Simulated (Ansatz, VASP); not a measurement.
# One calculation of SiC (Moissanite), two programs

INCAR

```
SYSTEM = SiC
ALGO = Normal ; EDIFF = 1E-6
ENCUT = 520 ; ISIF = 2
ISMEAR = -1 ; LASPH = .True.
LCHARG = .False. ; LREAL = .False.
LWAVE = .False. ; NBANDS = 16
NELM = 60 ; PREC = Accurate
SIGMA = 0.05
```

File KPOINTS:

```
k-points
0
Gamma
  10 10 5
  0 0 0
```

Contents of POSCAR:

```
SiC
1.0
    3.1164783262      0.0000000000      0.0000000000
   -1.5582391631      2.6989494007      0.0000000000
    0.0000000000      0.0000000000      5.1144286705
Si C
2 2
Direct
    0.6666666667      0.3333333333      0.5000000000
    0.3333333333      0.6666666667      0.0000000000
    0.6666666667      0.3333333333      0.8850000000
    0.3333333333      0.6666666667      0.3850000000
```

File input.yaml:

```yaml
crystal:
  lattice:
    - [3.1164783262, 0.0, 0.0]
    - [-1.5582391631, 2.6989494007, 0.0]
    - [0.0, 0.0, 5.1144286705]
  atoms:
    - { symbol: Si, position: [0.6666666667, 0.3333333333, 0.5] }
    - { symbol: Si, position: [0.3333333333, 0.6666666667, 0.0] }
    - { symbol: C, position: [0.6666666667, 0.3333333333, 0.885] }
    - { symbol: C, position: [0.3333333333, 0.6666666667, 0.385] }
kpoints:
  mp_grid: { grid: [10, 10, 5] }
scf:
  occupations: { method: fermi_dirac, width: 0.05 }
hamiltonian:
  xc: lda
  pseudopotentials: { kind: all_electron, lapw: { basis_error: 0.002 } }
output:
  forces: true
  stress: true
  eigenvalues: true
```

Change from the starting cell: volume scaled by 1.04.

Alike in both runs: task single point; functional LDA; k mesh 10 × 10 × 5; occupations fermi-dirac, width 0.05 eV; no spin polarisation.

```csv
,VASP,Ansatz
version,VASP 6.6.1,Ansatz 0.2.0
potentials or method,"VASP PAW LDA potentials, release 64 (Si, C)","all-electron LAPW, scalar-relativistic"
plane-wave cutoff (eV),520,see its input
```

```tsv
	VASP	Ansatz	Ansatz less VASP
gap on the k mesh at the Fermi level (eV)	2.42	2.42	+0.006
least direct gap on the mesh (eV)	3.89	3.90	+0.008
pressure (GPa)	-11.4	-11.7	-0.35
largest component of the traceless stress (GPa)	1.87	1.84	-0.030
rms of the force components (eV/Å)	0.390	0.389	-0.0013
```

Atom by atom the forces differ by 0.001 eV/Å (rms over components). Ansatz ran all-electron here, so the differences hold the error of VASP's frozen core and of both bases.

Caveats: an odd mesh through Γ misses points on the zone boundary, where band edges often lie.
